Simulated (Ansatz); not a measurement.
**Relaxation of Ag**

Level of theory: DFT PBEsol, scalar-relativistic, plane waves, PAW in Ansatz. Settings: 420 eV cutoff, 18×18×14 k-mesh, Gaussian smearing of 0.10 eV, no spin polarisation.

What was changed: biaxial strain in the a-b plane, c and atoms relaxed: +4.5 %.

Command:

```bash
ansatz run input.yaml --threads 1 --pin off --max-ram 2560MiB --backend cpu --events-out ev --progress --plain --runs-dir out
```

Input:

```yaml
crystal:
  lattice:
    - [2.1184428847, 2.1184428847, 0.0]
    - [-2.1184428847, 2.1184428847, 0.0]
    - [0.0, 0.0, 3.944966367]
  atoms:
    - { symbol: Ag, position: [0.0, 0.0, 0.0] }
    - { symbol: Ag, position: [0.5, 0.5, 0.5] }
basis:
  ecutwfc: 420
kpoints:
  mp_grid: { grid: [18, 18, 14] }
hamiltonian:
  xc: pbesol
scf:
  occupations: { method: gaussian, width: 0.1 }
output:
  forces: true
  stress: true
  eigenvalues: true
relax:
  adjacent_minimum: "off"
  f_tol: 0.008
  max_steps: 40
  cell: { stress_tol: 0.015, fix: [a, b, gamma] }
```

F is the free energy. Steps run on the plane waves of an earlier cell, but the last one, and at times one on the way, on a freshly chosen basis, so a repeated geometry can differ a little in energy. The held parts of the cell keep their stress, so P needn't end at zero.

Steps:

| step | F − F(1) (eV) | largest force component (eV/Å) | V (Å³/atom) | P (GPa) |
| --- | --- | --- | --- | --- |
| 1 | 0.0000 | 0.000 | 17.704 | -6.02 |
| 2 | -0.0242 | 0.000 | 16.853 | -1.08 |
| 3 | -0.0246 | 0.000 | 16.960 | -1.81 |
| 4 | -0.0246 | 0.000 | 16.951 | -1.75 |
| 5 | -0.0241 | 0.000 | 16.951 | -1.74 |

Relaxed structure:

```yaml
crystal:
  lattice:
    - [2.11844, 2.11844, 0.00000]
    - [-2.11844, 2.11844, 0.00000]
    - [0.00000, 0.00000, 3.77724]
  atoms:
    - { symbol: Ag, position: [0.00000, 0.00000, 0.00000] }
    - { symbol: Ag, position: [0.50000, 0.50000, 0.50000] }
```

Symmetry: I4/mmm, No. 139, tetragonal system. Conventional cell: a = 2.996 Å, b = 2.996 Å, c = 3.777 Å, α = 90.00°, β = 90.00°, γ = 90.00°. Ag (site symmetry 4/mmm) has 12 Ag at 2.84 to 3.00 Å as nearest neighbours.

The run converged. It took 52 s on 1 thread of Intel(R) Xeon(R) 6975P-C (Granite Rapids), with other jobs on the host, peak memory 0.62 GiB.